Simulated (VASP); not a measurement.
## AgCl (Chlorargyrite): dielectric tensor with PBEsol

**The experiment to reproduce.**

A printed reference work, monograph reports, for a bulk crystal of AgCl: high-frequency dielectric constant 3.92.

Crystal: AgCl (Chlorargyrite).

```
Ag Cl
1.0
     0.00000    2.72249    2.72249
     2.72249    0.00000    2.72249
     2.72249    2.72249    0.00000
Ag Cl
1 1
Direct
  0.00000 0.00000 0.00000
  0.50000 0.50000 0.50000
```

```json
{"Program": "VASP 6.6.1", "Task": "dielectric tensor", "Functional": "PBEsol", "Potentials or basis": "VASP PAW PBE potentials, release 64 (Ag, Cl)", "Cutoff": "600 eV", "k mesh": "14 × 14 × 14", "Occupations": "gaussian, width 0.03 eV", "Spin": "no spin polarisation", "Monkhorst-Pack mesh": "yes", "Further INCAR settings": "ALGO = Fast; EDIFF = 1e-08"}
```

The electronic dielectric tensor (diagonal) is 5.47 and the born charges (mean of the diagonal) is Ag +1.42; Cl -1.42 e.

Levels at points of the mesh, in eV from the valence-band top:
| k point | band 5 | band 6 | band 7 | band 8 | band 9 | band 10 | band 11 | band 12 | band 13 |
| --- | --- | --- | --- | --- | --- | --- | --- | --- | --- |
| (0.04, 0.04, 0.04) | -2.68 | -2.68 | -2.49 | -2.35 | -2.35 | 0.82 | 10.53 | 10.73 | 10.73 |

Electronic dielectric tensor:
```
5.47 0.00 0.00
0.00 5.47 0.00
0.00 0.00 5.47
```

Born effective charge tensors (e):
atom 1, Ag
```
1.42 0.00 0.00
0.00 1.42 0.00
0.00 0.00 1.42
```
atom 2, Cl
```
-1.42  0.00  0.00
 0.00 -1.42  0.00
 0.00  0.00 -1.42
```

Run time: 18 min on 1 thread of Intel(R) Xeon(R) Platinum 8488C (Sapphire Rapids), on a shared host, peak memory 1.1 GiB.

Measured high-frequency dielectric constant of AgCl: 3.92 (a printed reference work, monograph). This calculation gives 5.47 (+39.5 %). So large a miss can be the level of theory's own, or it may mean another phase, state or a wrong row.
